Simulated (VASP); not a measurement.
# TaSiH4 (F-43m) in VASP: notebook

Runs on TaSiH4. Level: PBE. Tasks: single point, relaxation of cell and atoms.

All numbers are computed with VASP 6.6.1; they aren't measurements. Logs are shortened: lines on timing, memory, paths and dates and some standing lists are left out, and cuts for length are marked.

### Step 1. The cell of the first run

Symmetry: F-43m, No. 216, cubic system. The conventional cell has a = 6.027 Å, b = 6.027 Å, c = 6.027 Å, α = 90.00°, β = 90.00°, γ = 90.00°. Ta (site symmetry -43m) has 12 H at 2.59 Å and 4 Si at 2.61 Å as nearest neighbours. Si (site symmetry -43m) has 4 H at 1.67 Å as nearest neighbours. Around H (site symmetry 3m) lie 3 H at 1.53 Å and 1 Si at 1.67 Å.

The cell was built by a generator and needn't be a form met in nature.

### Step 2. Single point, PBE (random cell by space group and Wyckoff sites (F-43m, No. 216))

Input file INCAR:

```
SYSTEM = TaSiH4
PREC     = Accurate       ! precision mode
ENCUT    = 520            ! plane-wave cutoff, eV
EDIFF    = 1E-6           ! SCF threshold, eV
ISMEAR   = 0              ! smearing method
SIGMA    = 0.1            ! smearing width, eV
LREAL    = .False.        ! projectors in reciprocal space
LASPH    = .True.         ! aspherical terms in the spheres
NELM     = 100            ! most SCF steps
ALGO     = Fast           ! electronic algorithm
ISIF     = 2              ! what is computed and relaxed
LWAVE    = .False.        ! write WAVECAR
LCHARG   = .False.        ! write CHGCAR
GGA      = PE             ! functional
NBANDS   = 18             ! bands
```

Input file KPOINTS:

```
regular mesh
0
Gamma
  12 12 12
  0 0 0
```

Input file POSCAR:

```
TaSiH4
1.0
    0.0000000000      3.0134467636      3.0134467636
    3.0134467636      0.0000000000      3.0134467636
    3.0134467636      3.0134467636      0.0000000000
Ta Si H
1 1 4
Direct
    0.0000000000      0.0000000000      0.0000000000
    0.7500000000      0.7500000000      0.7500000000
    0.5897780834      0.2306657498      0.5897780834
    0.5897780834      0.5897780834      0.5897780834
    0.2306657498      0.5897780834      0.5897780834
    0.5897780834      0.5897780834      0.2306657498
```

Potentials or basis: VASP PAW PBE potentials, release 64 (Ta_pv, Si, H).

Started as:

```
$ cat potpaw_PBE.64/Ta_pv/POTCAR potpaw_PBE.64/Si/POTCAR potpaw_PBE.64/H/POTCAR > POTCAR
$ mpirun -np 1 vasp_std > vasp.out
```

OUTCAR:

```text
SYSTEM = TaSiH4
   PREC = Accurate
   ENCUT = 520
   EDIFF = 1E-6
   ISMEAR = 0
   LREAL = .False.
   LASPH = .True.
   NELM = 100
   ISIF = 2
   GGA = PE

 ion  position               nearest neighbor table
   1  0.000  0.000  0.000-   2 2.61   2 2.61   2 2.61   2 2.61
   2  0.750  0.750  0.750-   3 1.67   5 1.67   6 1.67   4 1.67   1 2.61   1 2.61   1 2.61   1 2.61

   3  0.590  0.231  0.590-   2 1.67
   4  0.590  0.590  0.590-   2 1.67
   5  0.231  0.590  0.590-   2 1.67
   6  0.590  0.590  0.231-   2 1.67

  LATTYP: Found a face centered cubic cell.
 ALAT       =     6.0268935272

  Lattice vectors:

 A1 = (   0.0000000000,   3.0134467636,   3.0134467636)
 A2 = (   3.0134467636,   0.0000000000,   3.0134467636)
 A3 = (   3.0134467636,   3.0134467636,   0.0000000000)

Analysis of symmetry for initial positions (statically):
=====================================================================
 Subroutine PRICEL returns:
 Original cell was already a primitive cell.

 Routine SETGRP: Setting up the symmetry group for a
 face centered cubic supercell.

 Subroutine GETGRP returns: Found 24 space group operations
 (whereof 24 operations were pure point group operations)
 out of a pool of 48 trial point group operations.

The static configuration has the point symmetry T_d .

Analysis of symmetry for dynamics (positions and initial velocities):
=====================================================================
 Subroutine PRICEL returns:
 Original cell was already a primitive cell.

 Routine SETGRP: Setting up the symmetry group for a
 face centered cubic supercell.

 Subroutine GETGRP returns: Found 24 space group operations
 (whereof 24 operations were pure point group operations)
 out of a pool of 48 trial point group operations.

The dynamic configuration has the point symmetry T_d .

 Subroutine INISYM returns: Found 24 space group operations
 (whereof 24 operations are pure point group operations),
 and found     1 'primitive' translations

----------------------------------------------------------------------------------------

                                     Primitive cell

  volume of cell :      54.7294

  direct lattice vectors                    reciprocal lattice vectors
     0.000000000  3.013446764  3.013446764    -0.165922958  0.165922958  0.165922958
     3.013446764  0.000000000  3.013446764     0.165922958 -0.165922958  0.165922958
     3.013446764  3.013446764  0.000000000     0.165922958  0.165922958 -0.165922958

  length of vectors
     4.261657283  4.261657283  4.261657283     0.287386993  0.287386993  0.287386993

  position of ions in fractional coordinates (direct lattice)
     0.000000000  0.000000000  0.000000000
     0.750000000  0.750000000  0.750000000
     0.589778083  0.230665750  0.589778083
     0.589778083  0.589778083  0.589778083
     0.230665750  0.589778083  0.589778083
     0.589778083  0.589778083  0.230665750

  ion indices of the primitive-cell ions
   primitive index   ion index
                 1           1
                 2           2
                 3           3
                 4           4
                 5           5
                 6           6

----------------------------------------------------------------------------------------

 KPOINTS: regular mesh

Automatic generation of k-mesh.
 Grid dimensions read from file:
 generate k-points for:   12   12   12

 Generating k-lattice:

  Cartesian coordinates                     Fractional coordinates (reciprocal lattice)
    -0.013826913  0.013826913  0.013826913     0.083333333  0.000000000  0.000000000
     0.013826913 -0.013826913  0.013826913     0.000000000  0.083333333  0.000000000
     0.013826913  0.013826913 -0.013826913     0.000000000  0.000000000  0.083333333

  Length of vectors
     0.023948916  0.023948916  0.023948916

  Shift w.r.t. Gamma in fractional coordinates (k-lattice)
     0.000000000  0.000000000  0.000000000

 Subroutine IBZKPT returns following result:
 ===========================================

 Found     72 irreducible k-points:
[... 48 lines left out ...]
 cond. band min:       4.7101325517   @ k =   0.1667   0.1667   0.0000
 fundamental gap:      0.0039150124
 Fermi energy:         4.7091715932

 k-point     1 :       0.0000    0.0000    0.0000
  band No.  band energies     occupation
      1     -30.1735      2.00000
      2     -30.1735      2.00000
      3     -30.1735      2.00000
      4      -8.1356      2.00000
      5       0.2280      2.00000
      6       0.2280      2.00000
[... 10 lines left out ...]
     17      10.9555      0.00000
     18      15.5804      0.00000

 k-point     2 :       0.0833    0.0000    0.0000
  band No.  band energies     occupation
      1     -30.1753      2.00000
      2     -30.1737      2.00000
      3     -30.1737      2.00000
      4      -8.0570      2.00000
      5      -0.1553      2.00000
      6       0.2041      2.00000
[... 10 lines left out ...]
     17      10.7901      0.00000
     18      15.3198      0.00000

 k-point     3 :       0.1667    0.0000    0.0000
  band No.  band energies     occupation
      1     -30.1801      2.00000
      2     -30.1744      2.00000
      3     -30.1744      2.00000
      4      -7.8259      2.00000
      5      -0.9991      2.00000
      6       0.1323      2.00000
[... 10 lines left out ...]
     17      10.3438      0.00000
     18      15.0069      0.00000

 k-point     4 :       0.2500    0.0000    0.0000
  band No.  band energies     occupation
      1     -30.1867      2.00000
      2     -30.1754      2.00000
      3     -30.1754      2.00000
      4      -7.4588      2.00000
      5      -1.9627      2.00000
      6       0.0230      2.00000
[... 375 lines left out ...]
      4      -6.5957      2.00000
      5      -3.3605      2.00000
      6      -0.5055      2.00000
[... 10 lines left out ...]
     17      12.5875      0.00000
     18      13.9607      0.00000

 k-point    23 :       0.5000    0.1667    0.0000
  band No.  band energies     occupation
      1     -30.1973      2.00000
      2     -30.1810      2.00000
      3     -30.1787      2.00000
      4      -6.1722      2.00000
      5      -3.9257      2.00000
      6      -0.6780      2.00000
[... 10 lines left out ...]
     17      12.8151      0.00000
     18      14.1179      0.00000

 k-point    24 :      -0.4167    0.1667    0.0000
  band No.  band energies     occupation
      1     -30.1976      2.00000
      2     -30.1818      2.00000
      3     -30.1782      2.00000
      4      -6.0918      2.00000
      5      -4.0161      2.00000
      6      -0.7518      2.00000
[... 10 lines left out ...]
     17      12.7678      0.00000
     18      14.1476      0.00000

 [... further k-points ...]

------------------------ aborting loop because EDIFF is reached ----------------------------------------

  FORCE on cell =-STRESS in cart. coord.  units (eV):
  Direction    XX          YY          ZZ          XY          YZ          ZX
  --------------------------------------------------------------------------------------
  -------------------------------------------------------------------------------------
  Total       -0.0309460     -0.0309460     -0.0309460      0.0000000      0.0000000     -0.0000000
  in kB       -0.9059302     -0.9059302     -0.9059302      0.0000000      0.0000000     -0.0000000
  external PRESSURE =      -0.9059302 kB  Pullay stress =       0.0000000 kB

 VOLUME and BASIS-vectors are now :
 -----------------------------------------------------------------------------
  energy-cutoff  :      520.00
  volume of cell :       54.73
      direct lattice vectors                 reciprocal lattice vectors
     0.000000000  3.013446764  3.013446764    -0.165922958  0.165922958  0.165922958
     3.013446764  0.000000000  3.013446764     0.165922958 -0.165922958  0.165922958
     3.013446764  3.013446764  0.000000000     0.165922958  0.165922958 -0.165922958

 POSITION                                       TOTAL-FORCE (eV/Angst)
 -----------------------------------------------------------------------------------
      0.00000      0.00000      0.00000        -0.000000     -0.000000     -0.000000
      4.52017      4.52017      4.52017        -0.000000     -0.000000     -0.000000
      2.47236      3.55453      2.47236        -0.003634      0.003634     -0.003634
      3.55453      3.55453      3.55453         0.003634      0.003634      0.003634
      3.55453      2.47236      2.47236         0.003634     -0.003634     -0.003634
      2.47236      2.47236      3.55453        -0.003634     -0.003634      0.003634
 -----------------------------------------------------------------------------------
    total drift:                               -0.000000     -0.000000     -0.000000

  FREE ENERGIE OF THE ION-ELECTRON SYSTEM (eV)
  ---------------------------------------------------
  free  energy   TOTEN  =       -25.0732811953 eV

  energy  without entropy=      -25.0565771651  energy(sigma->0) =      -25.06492918
```

It took 44 s on 1 thread of Intel Xeon Platinum 8488C (Sapphire Rapids), shared host; peak memory 0.22 GiB.

What came out:

```yaml
Free_energy: -25.0733 eV
Pressure: -0.1 GPa
Largest_force: 0.006 eV/Å
Band_gap_on_the_k_mesh: none (metal or under the smearing width)
```

Forces in eV/Å, atoms in the order of the input:
```
Ta   0.000  0.000  0.000
Si   0.000  0.000  0.000
H   -0.004  0.004 -0.004
H    0.004  0.004  0.004
H    0.004 -0.004 -0.004
H   -0.004 -0.004  0.004
```

The run has no spin-orbit coupling, so splittings on Ta are missing.

### Step 3. Relaxation of cell and atoms, PBE (random cell by space group and Wyckoff sites (F-43m, No. 216))

Input file INCAR:

```
ALGO = Normal ; EDIFF = 1E-6
EDIFFG = -0.01 ; ENCUT = 600
GGA = PE ; IBRION = 2
ISIF = 3 ; ISMEAR = 0
LASPH = True ; LCHARG = False
LREAL = False ; LWAVE = False
NELM = 100 ; NSW = 100
PREC = Accurate ; SIGMA = 0.1
```

Input file KPOINTS:

```
k-points
0
Gamma
  12 12 12
```

POSCAR is that of step 2.

Potentials or basis: VASP PAW PBE potentials, release 64 (Ta_pv, Si, H).

Started as:

```
$ cat potpaw_PBE.64/Ta_pv/POTCAR potpaw_PBE.64/Si/POTCAR potpaw_PBE.64/H/POTCAR > POTCAR
$ mpirun -np 1 vasp_std > vasp.out
```

It took 51 s on 1 thread of Intel Xeon Platinum 8488C (Sapphire Rapids), shared host; peak memory 0.25 GiB.

It converged, with:

```
Free energy                  : -25.0747 eV
Pressure after relaxing      : 0.0 GPa
Largest force after relaxing : 0.007 eV/Å
```

Forces on the atoms (eV/Å):
```
Ta   0.000  0.000  0.000
Si   0.000  0.000  0.000
H   -0.004  0.004 -0.004
H    0.004  0.004  0.004
H    0.004 -0.004 -0.004
H   -0.004 -0.004  0.004
```

Final structure:
```
Ta Si H
1.0
     0.00000    3.01345    3.01345
     3.01345    0.00000    3.01345
     3.01345    3.01345    0.00000
Ta Si H
1 1 4
Direct
  0.00000 0.00000 0.00000
  0.75000 0.75000 0.75000
  0.58978 0.23067 0.58978
  0.58978 0.58978 0.58978
  0.23067 0.58978 0.58978
  0.58978 0.58978 0.23067
```

Levels at points of the mesh, in eV from the Fermi level:
| k point | band 7 | band 8 | band 9 | band 10 | band 11 | band 12 | band 13 |
| --- | --- | --- | --- | --- | --- | --- | --- |
| (0.00, 0.00, 0.00) | -4.48 | -1.60 | -0.28 | -0.28 | -0.28 | -0.22 | -0.22 |
| (0.50, 0.00, 0.00) | -4.92 | -1.59 | -0.08 | -0.08 | 1.02 | 1.76 | 1.76 |
| (0.50, 0.50, 0.00) | -4.67 | -1.85 | -1.83 | 0.53 | 0.53 | 0.84 | 2.11 |

Caveat: the relaxation stopped at its first step, so nothing moved; the bands computed are all filled at some k points, so no gap is given.

### Step 4. Single point, PBE (random cell by space group and Wyckoff sites (F-43m, No. 216))

Input file INCAR:

```
PREC = Accurate
ENCUT = 520
EDIFF = 1E-6
ISMEAR = 0
SIGMA = 0.1
LREAL = F
LASPH = T
NELM = 60
ALGO = Fast
ISIF = 2
LWAVE = F
LCHARG = F
GGA = PE
NBANDS = 18
```

Input file KPOINTS:

```
regular mesh
0
Gamma
  6 6 6
```

Input file POSCAR:

```
TaSiH4
1.0
    0.0000000000      3.0134467636      3.0134467636
    3.0134467636      0.0000000000      3.0134467636
    3.0134467636      3.0134467636      0.0000000000
Ta Si H
1 1 4
Direct
    0.0000000000      0.0000000000      0.0000000000
    0.2500000000      0.2500000000      0.2500000000
    0.4102219166      0.4102219166      0.4102219166
    0.4102219166      0.4102219166      0.7693342502
    0.4102219166      0.7693342502      0.4102219166
    0.7693342502      0.4102219166      0.4102219166
```

Started as:

```
$ cat potpaw_PBE.64/Ta_pv/POTCAR potpaw_PBE.64/Si/POTCAR potpaw_PBE.64/H/POTCAR > POTCAR
$ mpirun -np 1 vasp_std > vasp.out
```

Run time: 14 s. Hardware: 1 thread of Intel Xeon Platinum 8488C (Sapphire Rapids), shared host; peak memory 0.18 GiB.

It converged, with:

- Free energy: -25.0644 eV
- Pressure: 0.0 GPa
- Largest force: 0.009 eV/Å
- Band gap on the k mesh: none (metal or under the smearing width)

Forces on the atoms (eV/Å):
```
Ta   0.000  0.000  0.000
Si   0.000  0.000  0.000
H    0.005  0.005  0.005
H   -0.005 -0.005  0.005
H   -0.005  0.005 -0.005
H    0.005 -0.005 -0.005
```

Levels at points of the mesh, in eV from the Fermi level:
| k point | band 8 | band 9 | band 10 | band 11 | band 12 | band 13 |
| --- | --- | --- | --- | --- | --- | --- |
| (0.00, 0.00, 0.00) | -1.60 | -0.29 | -0.29 | -0.29 | -0.23 | -0.23 |
| (0.50, 0.00, 0.00) | -1.60 | -0.09 | -0.09 | 1.01 | 1.76 | 1.76 |
| (0.50, 0.50, 0.00) | -1.86 | -1.83 | 0.53 | 0.53 | 0.82 | 2.10 |

The run has no spin-orbit coupling, so splittings on Ta are missing.

### Step 5. Relaxation of cell and atoms, PBE (random cell by space group and Wyckoff sites (F-43m, No. 216))

Input file INCAR:

```
PREC     = Accurate       # precision mode
ENCUT    = 600            # plane-wave cutoff, eV
EDIFF    = 1E-7           # SCF threshold, eV
ISMEAR   = 0              # smearing method
SIGMA    = 0.1            # smearing width, eV
LREAL    = F              # projectors in reciprocal space
LASPH    = T              # aspherical terms in the spheres
NELM     = 80             # most SCF steps
ALGO     = Normal         # electronic algorithm
ISIF     = 3              # what is computed and relaxed
LWAVE    = F              # write WAVECAR
LCHARG   = F              # write CHGCAR
GGA      = PE             # functional
IBRION   = 2              # ionic algorithm
NSW      = 90             # ionic steps
EDIFFG   = -0.04          # ionic threshold
```

Input file KPOINTS:

```
Automatic mesh
0
Gamma
  6 6 6
```

Input file POSCAR:

```
TaSiH4
1.0
    0.0000000000      3.0009775000      3.0009775000
    3.0009775000      0.0000000000      3.0009775000
    3.0009775000      3.0009775000      0.0000000000
Ta Si H
1 1 4
Direct
    0.0000000000      0.0000000000      0.0000000000
    0.2500000000      0.2500000000      0.2500000000
    0.4219763200      0.4219763200      0.4219763200
    0.4219763200      0.4219763200      0.7340710400
    0.4219763200      0.7340710400      0.4219763200
    0.7340710400      0.4219763200      0.4219763200
```

Started as:

```
$ cat potpaw_PBE.64/Ta_pv/POTCAR potpaw_PBE.64/Si/POTCAR potpaw_PBE.64/H/POTCAR > POTCAR
$ mpirun -np 1 vasp_std > vasp.out
```

Run time: 55 s. Hardware: 1 thread of Intel Xeon Platinum 8488C (Sapphire Rapids), shared host; peak memory 0.21 GiB.

Results (log left out):

- Free energy: -25.0652 eV
- Relaxed volume: 9.16 Å³/atom
- Relaxed cell: a = 4.268 Å, b = 4.268 Å, c = 4.268 Å, α = 60.00°, β = 60.00°, γ = 60.00°
- Space group after relaxing (to 0.05 Å): F-43m (No. 216)
- Energy gained by relaxing: 16.8 meV/atom
- Ionic steps: 5
- Pressure after relaxing: -0.5 GPa
- Largest force after relaxing: 0.020 eV/Å

Forces on the atoms (eV/Å):
```
Ta   0.000  0.000  0.000
Si   0.000  0.000  0.000
H   -0.011 -0.011 -0.011
H    0.011  0.011 -0.011
H    0.011 -0.011  0.011
H   -0.011  0.011  0.011
```

Step by step:
| step | energy change (eV) | largest force (eV/Å) | pressure (GPa) | volume (Å³) |
| --- | --- | --- | --- | --- |
| 1 | 0.0000 | 0.4522 | 0.09 | 54.05 |
| 2 | -0.0349 | 0.3506 | 0.02 | 54.09 |
| 3 | -0.0936 | 0.1044 | 0.40 | 54.21 |
| 4 | -0.0998 | 0.0005 | 0.86 | 54.26 |
| 5 | -0.1006 | 0.0197 | -0.51 | 54.98 |

Final structure:
```xyz
6
Lattice="0.0000 3.0181 3.0181 3.0181 0.0000 3.0181 3.0181 3.0181 0.0000" Properties=species:S:1:pos:R:3 pbc="T T T"
Ta    0.0000    0.0000    0.0000
Si    1.5090    1.5090    1.5090
H     2.4790    2.4790    2.4790
H     3.5572    3.5572    2.4790
H     3.5572    2.4790    3.5572
H     2.4790    3.5572    3.5572
```

Levels at points of the mesh, in eV from the Fermi level:
| k point | band 7 | band 8 | band 9 | band 10 | band 11 | band 12 | band 13 |
| --- | --- | --- | --- | --- | --- | --- | --- |
| (0.00, 0.00, 0.00) | -4.45 | -1.69 | -0.28 | -0.28 | -0.28 | -0.23 | -0.23 |
| (0.50, 0.00, 0.00) | -4.89 | -1.62 | -0.09 | -0.09 | 1.00 | 1.76 | 1.76 |
| (0.50, 0.50, 0.00) | -4.64 | -1.87 | -1.82 | 0.52 | 0.52 | 0.82 | 2.06 |

Caveat: the bands computed are all filled at some k points, so no gap is given. The run has no spin-orbit coupling, so splittings on Ta are missing.

### Step 6. The runs side by side

```tsv
task	cell	k mesh	cutoff (eV)	gap on the mesh (eV)	pressure (GPa)	largest force (eV/Å)
single point	random cell by space group and Wyckoff sites (F-43m, No. 216)	12 × 12 × 12	520	none	-0.1	0.01
relaxation of cell and atoms	relaxed from: random cell by space group and Wyckoff sites (F-43m, No. 216)	12 × 12 × 12	600	-	0.0	0.01
single point	random cell by space group and Wyckoff sites (F-43m, No. 216)	6 × 6 × 6	520	none	0.0	0.01
relaxation of cell and atoms	relaxed from: random cell by space group and Wyckoff sites (F-43m, No. 216)	6 × 6 × 6	600	-	-0.5	0.02
```

Alike in all rows: level PBE; potentials or basis VASP PAW PBE potentials, release 64 (Ta_pv, Si, H); no spin polarisation; smearing gaussian 0.1 eV.

Caveats: the bands computed are all filled at some k points, so no gap is given (some runs); the relaxation stopped at its first step, so nothing moved (some runs).

Absolute energies hang on the potentials; compare differences alone.
